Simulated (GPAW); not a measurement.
# CdS (Greenockite) (P6_3mc) in GPAW: notebook, part 2 of 2

GPAW 26.7.0. Earlier steps stand in the parts before.

### 3 Band structure, PBE

File run.py:

```python
from ase.dft.bandgap import bandgap
from ase.io import read, write
from gpaw import GPAW

atoms = read('POSCAR')

calc = GPAW(mode='lcao',
            h=0.2,
            basis='sz(dzp)',
            xc='PBE',
            kpts={'size': (5, 5, 3), 'gamma': True},
            occupations={'name': 'fermi-dirac', 'width': 0.05},
            convergence={'density': 1e-05, 'energy': 1e-05},
            maxiter=150,
            txt='gpaw.txt')
atoms.calc = calc
energy = atoms.get_potential_energy()
forces = atoms.get_forces()
calc.write('gs.gpw')
write('result.traj', atoms)
print(f'Energy: {energy:.6f} eV')
print('Forces (eV/A):')
print(forces.round(4))
print('Fermi level:', round(calc.get_fermi_level(), 4), 'eV')
print(f'Gap: {bandgap(calc)[0]:.4f} eV, direct: {bandgap(calc, direct=True)[0]:.4f} eV')

path = atoms.cell.bandpath('GMKGALHA,LM,KH', npoints=100, eps=1e-4)
bs_calc = calc.fixed_density(kpts=path, symmetry='off', txt='bands.txt')
bs = bs_calc.band_structure()
bs.write('bs.json')
print(f'Gap on the path: {bandgap(bs_calc)[0]:.4f} eV')
```

File POSCAR:

```
CdS
1.0
    4.1500000000      0.0000000000      0.0000000000
   -2.0750000000      3.5940054257      0.0000000000
    0.0000000000      0.0000000000      6.7370000000
Cd S
2 2
Direct
    0.6666666667      0.3333333333      0.5000000000
    0.3333333333      0.6666666667      0.0000000000
    0.6666666667      0.3333333333      0.8750000000
    0.3333333333      0.6666666667      0.3750000000
```

Potentials or basis: GPAW PAW data sets (gpaw-data 1.2.1), lcao:sz(dzp).

Launch:

```console
$ OMP_NUM_THREADS=1 python run.py
```

gpaw.txt:

```text
__  _  _
 | _ |_)|_||  |
 |__||  | ||/\| - 26.7.0

Input parameters:
  mode=LCAO(),
  basis={'default': 'sz(dzp)'},
  convergence={'density': 1e-05, 'energy': 1e-05},
  h=0.2,
  kpts=MonkhorstPack(size=(5, 5, 3), gamma=True),
  maxiter=150,
  occupations=Occupations(name='fermi-dirac', width=0.05),
  xc=XC(name='PBE')

            S

            Cd
        S

        Cd

Atoms  # Å, Bohr magnetons
|   | symbol |         x |        y |        z |    initial magnetic moments |
|---|--------|-----------|----------|----------|-----------------------------|
| 0 |     Cd |  2.075000 | 1.198002 | 3.368500 | ( 0.0000,  0.0000,  0.0000) |
| 1 |     Cd | -0.000000 | 2.396004 | 0.000000 | ( 0.0000,  0.0000,  0.0000) |
| 2 |      S |  2.075000 | 1.198002 | 5.894875 | ( 0.0000,  0.0000,  0.0000) |
| 3 |      S | -0.000000 | 2.396004 | 2.526375 | ( 0.0000,  0.0000,  0.0000) |

Unit cell  # Å
| periodic |         x |        y |        z |  lengths |     angles |
[... 338 lines left out ...]
|iter:   5| |   -9.801182 |      c| -2.46 |
|iter:   6| |   -9.801179c|      c| -3.96 |
|iter:   7| |   -9.801179c|      c| -4.47 |
|iter:   8| |   -9.801179c|      c| -5.66c|

Converged in 8 steps
Energy contributions relative to reference atoms: (reference = -326061.476468)

Energy contributions:
  Kinetic:          79.559960
  Coulomb:         -70.001778
  Zero:              0.600959
  External:          0.000000
  Xc:              -19.960319
  Entropy:          -0.000000
  Spinorbit:         0.000000
  ----------------------------
  Free energy:      -9.801179
  Extrapolated:     -9.801179

dipole moment: (0.000000, -0.000000, -18.663007)  # |e|*Ang

Fermi level: 4.159
Eigenvalues  # (at kpt = [0.000, 0.000, 0.000])
| band index |      eig [eV] | occ [0-2] |
|------------|---------------|-----------|
|          0 |        -8.866 |     2.000 |
|        ... |               |           |
|         10 |        -3.144 |     2.000 |
|         11 |        -2.838 |     2.000 |
|         12 |        -0.838 |     2.000 |
|         13 |         2.762 |     2.000 |
|         14 |         2.763 |     2.000 |
|         15 |         3.483 |     2.000 |
[... 8 lines left out ...]
|         24 |        12.903 |     0.000 |
|         25 |        12.903 |     0.000 |

Gap: 1.200 eV
Transition (v -> c):
  (s=0, k=0, n=17, [0.00, 0.00, 0.00]) -> (s=0, k=0, n=18, [0.00, 0.00, 0.00])
No difference between direct/indirect transitions

Forces  # eV/Ang
|        x |       y |        z |
|----------|---------|----------|
| -0.00000 | 0.00000 | -0.07557 |  # Cd   0
|  0.00000 | 0.00000 | -0.07554 |  # Cd   1
| -0.00000 | 0.00000 |  0.07998 |  # S    2
| -0.00000 | 0.00000 |  0.07999 |  # S    3

# Writing to gs.gpw (mode='')
```

Wall time 18 s (1 thread of Arm Neoverse V1, shared host); peak memory 0.17 GiB.

These settings aren't checked as converged: the numbers below hold their error.

What came out:

```yaml
Free_energy: -9.8012 eV
Largest_force: 0.080 eV/Å
Band_gap_on_the_k_mesh: 1.20 eV, direct
Band_gap_along_the_path: 1.20 eV, direct
```

Caveat: the real-space grid adds noise to forces; the basis of atomic orbitals isn't converged, which shifts pressures, moduli and gaps.

### 4 Band structure, PBE

File run.py:

```python
from ase.dft.bandgap import bandgap
from ase.io import read, write
from ase.units import GPa
from gpaw import GPAW, PW

atoms = read('CdS.cif')

calc = GPAW(mode=PW(600),
            xc='PBE',
            kpts={'size': (5, 5, 3), 'gamma': True},
            occupations={'name': 'fermi-dirac', 'width': 0.05},
            setups={'S': 'v3'},
            nbands=-13,
            convergence={'density': 1e-05, 'energy': 1e-05},
            maxiter=150,
            txt='gpaw.txt')
atoms.calc = calc
energy = atoms.get_potential_energy()
forces = atoms.get_forces()
stress = atoms.get_stress()
calc.write('gs.gpw')
write('result.traj', atoms)
print(f'Energy: {energy:.6f} eV')
print('Forces (eV/A):')
print(forces.round(4))
print('Stress (GPa):', (stress / GPa).round(3))
print('Fermi level:', round(calc.get_fermi_level(), 4), 'eV')
print(f'Gap: {bandgap(calc)[0]:.4f} eV, direct: {bandgap(calc, direct=True)[0]:.4f} eV')

path = atoms.cell.bandpath('GMKGALHA,LM,KH', npoints=80, eps=1e-4)
bs_calc = calc.fixed_density(kpts=path, symmetry='off', nbands=-29,
                             convergence={'bands': 'CBM+6.0', 'eigenstates': 1e-6}, txt='bands.txt')
bs = bs_calc.band_structure()
bs.write('bs.json')
print(f'Gap on the path: {bandgap(bs_calc)[0]:.4f} eV')
```

File CdS.cif:

```cif
data_CdS
_cell_length_a 4.15000000
_cell_length_b 4.15000000
_cell_length_c 6.73700000
_cell_angle_alpha 90.00000000
_cell_angle_beta 90.00000000
_cell_angle_gamma 120.00000000
_space_group_name_H-M_alt 'P6_3mc'
_space_group_name_Hall 'P 6c -2c'
_space_group_IT_number 186
loop_
_space_group_symop_operation_xyz
'x,y,z'
'x-y,x,z+1/2'
'-y,x-y,z'
'-x,-y,z+1/2'
'-x+y,-x,z'
'y,-x+y,z+1/2'
'y,x,z+1/2'
'x,x-y,z'
'x-y,-y,z+1/2'
'-y,-x,z'
'-x,-x+y,z+1/2'
'-x+y,y,z'
loop_
_atom_site_label
_atom_site_type_symbol
_atom_site_symmetry_multiplicity
_atom_site_Wyckoff_symbol
_atom_site_fract_x
_atom_site_fract_y
_atom_site_fract_z
_atom_site_occupancy
Cd1 Cd 2 b 0.6666666667 0.3333333333 0.5000000000 1
S1 S 2 b 0.6666666667 0.3333333333 0.8750000000 1
```

Potentials or basis: GPAW PAW data sets (gpaw-data 1.2.1), newer versions, pw.

Launch:

```console
$ OMP_NUM_THREADS=1 python run.py
```

Run time: 2.7 min. Hardware: 1 thread of Arm Neoverse V1, shared host; peak memory 0.49 GiB.

The run converged. Its results:

| Quantity | Value |
| --- | --- |
| Free energy | -12.6166 eV |
| Pressure | 1.9 GPa |
| Largest force | 0.064 eV/Å |
| Band gap on the k mesh | 1.18 eV, direct |
| Band gap along the path | 1.18 eV, direct |

Forces on the atoms (eV/Å):
```
Cd   0.000  0.000 -0.064
Cd   0.000  0.000 -0.064
S    0.000  0.000  0.064
S    0.000  0.000  0.064
```

Stress tensor (GPa, compression positive):
```
1.66 0.00 0.00
0.00 1.66 0.00
0.00 0.00 2.26
```

Levels at the corners of the path, in eV from the valence-band top:
| point | band 14 | band 15 | band 16 | band 17 | band 18 | band 19 | band 20 | band 21 | band 22 | band 23 |
| --- | --- | --- | --- | --- | --- | --- | --- | --- | --- | --- |
| Γ | -0.76 | -0.76 | -0.04 | 0.00 | 0.00 | 1.18 | 2.77 | 6.42 | 6.42 | 6.75 |
| M | -3.48 | -2.63 | -1.86 | -1.29 | -0.73 | 3.69 | 3.88 | 5.10 | 6.35 | 6.96 |
| K | -3.65 | -3.06 | -1.84 | -1.84 | -1.60 | 4.64 | 5.05 | 5.05 | 7.14 | 7.40 |
| Γ | -0.76 | -0.76 | -0.04 | 0.00 | 0.00 | 1.18 | 2.77 | 6.42 | 6.42 | 6.75 |
| A | -2.45 | -0.40 | -0.40 | -0.40 | -0.40 | 2.82 | 2.82 | 6.15 | 6.15 | 6.78 |
| L | -4.09 | -1.33 | -1.33 | -1.32 | -1.32 | 3.46 | 3.46 | 5.37 | 5.37 | 7.86 |
| H | -3.98 | -2.39 | -2.39 | -1.12 | -1.12 | 4.37 | 4.37 | 6.08 | 6.08 | 6.44 |
| A | -2.45 | -0.40 | -0.40 | -0.40 | -0.40 | 2.82 | 2.82 | 6.15 | 6.15 | 6.78 |
| L | -4.09 | -1.33 | -1.33 | -1.32 | -1.32 | 3.46 | 3.46 | 5.37 | 5.37 | 7.86 |
| M | -3.48 | -2.63 | -1.86 | -1.29 | -0.73 | 3.69 | 3.88 | 5.10 | 6.35 | 6.96 |
| K | -3.65 | -3.06 | -1.84 | -1.84 | -1.60 | 4.64 | 5.05 | 5.05 | 7.14 | 7.40 |
| H | -3.98 | -2.39 | -2.39 | -1.12 | -1.12 | 4.37 | 4.37 | 6.08 | 6.08 | 6.44 |

### 5 Band structure, PBE

run.py, as its differences from that of step 4:

```diff
@@ -3,5 +3,7 @@
 from ase.units import GPa
-from gpaw import GPAW, PW
+from gpaw import GPAW, PW, setup_paths
 
-atoms = read('CdS.cif')
+setup_paths.insert(0, '.')
+
+atoms = read('CdS.xyz')
 
@@ -11,3 +13,3 @@
             occupations={'name': 'fermi-dirac', 'width': 0.05},
-            setups={'S': 'v3'},
+            setups={'Cd': 'jth', 'S': 'jth'},
             nbands=-13,
@@ -29,3 +31,3 @@
 
-path = atoms.cell.bandpath('GMKGALHA,LM,KH', npoints=80, eps=1e-4)
+path = atoms.cell.bandpath('GMKGALHA,LM,KH', npoints=60, eps=1e-4)
 bs_calc = calc.fixed_density(kpts=path, symmetry='off', nbands=-29,
```

File CdS.xyz:

```xyz
4
Lattice="4.1500000000 0.0000000000 0.0000000000 -2.0750000000 3.5940054257 0.0000000000 0.0000000000 0.0000000000 6.7370000000" Properties=species:S:1:pos:R:3 pbc="T T T"
Cd     2.0750000002      1.1980018084      3.3685000000
Cd    -0.0000000002      2.3960036173      0.0000000000
S      2.0750000002      1.1980018084      5.8948750000
S     -0.0000000002      2.3960036173      2.5263750000
```

Potentials or basis: JTH PAW 2.0, PBE, pw.

Launch:

```console
$ OMP_NUM_THREADS=1 python run.py
```

Wall time 4.3 min (1 thread of Arm Neoverse V1, shared host); peak memory 0.42 GiB.

Results (log left out):

* Free energy: -11.0013 eV
* Pressure: 1.9 GPa
* Largest force: 0.065 eV/Å
* Band gap on the k mesh: 1.18 eV, direct
* Band gap along the path: 1.18 eV, direct

Forces in eV/Å, atoms in the order of the input:
```
Cd   0.000  0.000 -0.065
Cd   0.000  0.000 -0.065
S    0.000  0.000  0.065
S    0.000  0.000  0.065
```

Stress tensor (GPa, compression positive):
```
1.69 0.00 0.00
0.00 1.69 0.00
0.00 0.00 2.29
```

Levels at the corners of the path, in eV from the valence-band top:
| point | band 14 | band 15 | band 16 | band 17 | band 18 | band 19 | band 20 | band 21 | band 22 | band 23 |
| --- | --- | --- | --- | --- | --- | --- | --- | --- | --- | --- |
| Γ | -0.76 | -0.76 | -0.04 | 0.00 | 0.00 | 1.18 | 2.78 | 6.46 | 6.46 | 6.78 |
| M | -3.47 | -2.62 | -1.85 | -1.28 | -0.73 | 3.69 | 3.88 | 5.12 | 6.37 | 6.99 |
| K | -3.64 | -3.05 | -1.83 | -1.83 | -1.59 | 4.67 | 5.05 | 5.05 | 7.15 | 7.41 |
| Γ | -0.76 | -0.76 | -0.04 | 0.00 | 0.00 | 1.18 | 2.78 | 6.46 | 6.46 | 6.78 |
| A | -2.45 | -0.39 | -0.39 | -0.39 | -0.39 | 2.83 | 2.83 | 6.17 | 6.17 | 6.81 |
| L | -4.08 | -1.32 | -1.32 | -1.31 | -1.31 | 3.48 | 3.48 | 5.39 | 5.39 | 7.87 |
| H | -3.97 | -2.38 | -2.38 | -1.11 | -1.11 | 4.38 | 4.38 | 6.10 | 6.10 | 6.45 |
| A | -2.45 | -0.39 | -0.39 | -0.39 | -0.39 | 2.83 | 2.83 | 6.17 | 6.17 | 6.81 |
| L | -4.08 | -1.32 | -1.32 | -1.31 | -1.31 | 3.48 | 3.48 | 5.39 | 5.39 | 7.87 |
| M | -3.47 | -2.62 | -1.85 | -1.28 | -0.73 | 3.69 | 3.88 | 5.12 | 6.37 | 6.99 |
| K | -3.64 | -3.05 | -1.83 | -1.83 | -1.59 | 4.67 | 5.05 | 5.05 | 7.15 | 7.41 |
| H | -3.97 | -2.38 | -2.38 | -1.11 | -1.11 | 4.38 | 4.38 | 6.10 | 6.10 | 6.45 |

Caveat: the program truncates these outside data sets.

### 6 Summary

| level | potentials or basis | spin | band points | spin axis theta (degrees) | spin axis phi (degrees) | soc after scf | data set | gap on the mesh (eV) | pressure (GPa) | largest force (eV/Å) |
| --- | --- | --- | --- | --- | --- | --- | --- | --- | --- | --- |
| BP86 | PAW data sets generated in the run's folder for this functional, pw | SOC, no magnetisation | 100 | 90 | 0 | second variation | - | 1.08 | 2.0 | 0.06 |
| PBE | GPAW PAW data sets (gpaw-data 1.2.1), newer versions, pw | off | 80 | - | - | - | S v3 | 1.18 | 1.9 | 0.06 |
| PBE | JTH PAW 2.0, PBE, pw | off | 60 | - | - | - | Cd jth, S jth | 1.18 | 1.9 | 0.07 |

Alike in all rows: task band structure; cell as given; k mesh 5 × 5 × 3; cutoff (eV) 600; smearing fermi-dirac 0.05 eV.

Caveats: spin-orbit coupling was added after a scalar SCF, so levels and gaps hold it while energy, forces, pressure and moments don't (some runs); this program's spin-orbit splittings come out too wide for heavy elements (some runs); the program truncates these outside data sets (some runs).

Absolute energies hang on the potentials; compare differences alone.

### 7 How close it comes

Step 2. Against the measured gap of CdS, 2.5809 eV (quoted in “Isotope dependence of band-gap energy”, 2008, arxiv:0807.2152), the calculated 1.08 eV is off by -1.50 eV. So large a miss can be the level of theory's own, or it may mean another phase, state or a wrong row. The value is that of BP86, without temperature or zero-point motion.

Step 4. Against the measured gap of CdS, 2.5809 eV (quoted in “Isotope dependence of band-gap energy”, 2008, arxiv:0807.2152), the calculated 1.18 eV is off by -1.40 eV. So large a miss can be the level of theory's own, or it may mean another phase, state or a wrong row. Spin-orbit coupling on Cd is left out. The value is that of PBE, without temperature or zero-point motion. Semilocal functionals fall short of measured gaps as a rule.

Step 5. A measured gap of CdS is 2.5809 eV (quoted in “Isotope dependence of band-gap energy”, 2008, arxiv:0807.2152); the calculated 1.18 eV misses it by -1.40 eV. So large a miss can be the level of theory's own, or it may mean another phase, state or a wrong row. Spin-orbit coupling on Cd is left out. The value is that of PBE, without temperature or zero-point motion. Semilocal functionals fall short of measured gaps as a rule.
